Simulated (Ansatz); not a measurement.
# GaN: band structure with PBE

**Measured values to compare with.**

“Studying electronic properties in GaN without electrical contacts using γ-γ vs e−-γ Perturbed Angular Correlations”, 2019, pmc:6823545 quotes, for a bulk crystal of GaN: band gap 3.503 ± 0.005 eV (direct).

Crystal: GaN.

```xyz
4
Lattice="3.1800 0.0000 0.0000 -1.5900 2.7540 0.0000 0.0000 0.0000 5.1660" Properties=species:S:1:pos:R:3 pbc="T T T"
Ga    1.5900    0.9180    2.5830
Ga    0.0000    1.8360    0.0000
N     1.5900    0.9180    4.5203
N     0.0000    1.8360    1.9373
```

- Program: Ansatz 0.2.0
- Task: band structure
- Functional: PBE
- Potentials or basis: all-electron LAPW, scalar-relativistic
- Cutoff: 395 eV (chosen from the basis error)
- Basis error allowed: 0.002 eV/atom
- k mesh: 10 × 10 × 5
- Occupations: fermi-dirac, width 0.05 eV
- Spin: no spin polarisation

```yaml
Pressure: 7.2 GPa
Largest_force: 0.136 eV/Å
Band_gap_on_the_k_mesh: 1.98 eV, direct
Band_gap_along_the_path: 1.98 eV, direct
```

Forces in eV/Å, atoms in the order of the input:
```
Ga   0.000  0.000 -0.136
Ga   0.000  0.000 -0.136
N    0.000  0.000  0.136
N    0.000  0.000  0.136
```

Stress tensor (GPa, compression positive):
```
6.48 0.00 0.00
0.00 6.48 0.00
0.00 0.00 8.64
```

Levels at the corners of the path, in eV from the valence-band top:
```tsv
point	band 26	band 27	band 28	band 29	band 30	band 31
Γ	-0.06	0.00	0.00	1.98	4.31	9.26
M	-2.78	-2.26	-0.99	5.08	5.62	6.08
K	-3.04	-3.04	-2.71	5.13	7.88	7.88
Γ	-0.06	0.00	0.00	1.98	4.31	9.26
A	-0.54	-0.54	-0.54	4.30	4.30	8.55
L	-1.96	-1.92	-1.92	4.43	4.43	7.85
H	-4.22	-1.51	-1.51	6.50	6.50	7.33
A	-0.54	-0.54	-0.54	4.30	4.30	8.55
```

Run time: 35 s on 2 threads of Arm Neoverse V1, with other jobs on the host, peak memory 0.4 GiB.

Against the measured gap of GaN, 3.503 eV (direct; quoted in “Studying electronic properties in GaN without electrical contacts using γ-γ vs e−-γ Perturbed Angular Correlations”, 2019, pmc:6823545), the calculated 1.98 eV is off by -1.52 eV. Spin-orbit coupling on Ga is left out. The value is that of PBE, without temperature or zero-point motion. Semilocal functionals fall short of measured gaps as a rule.
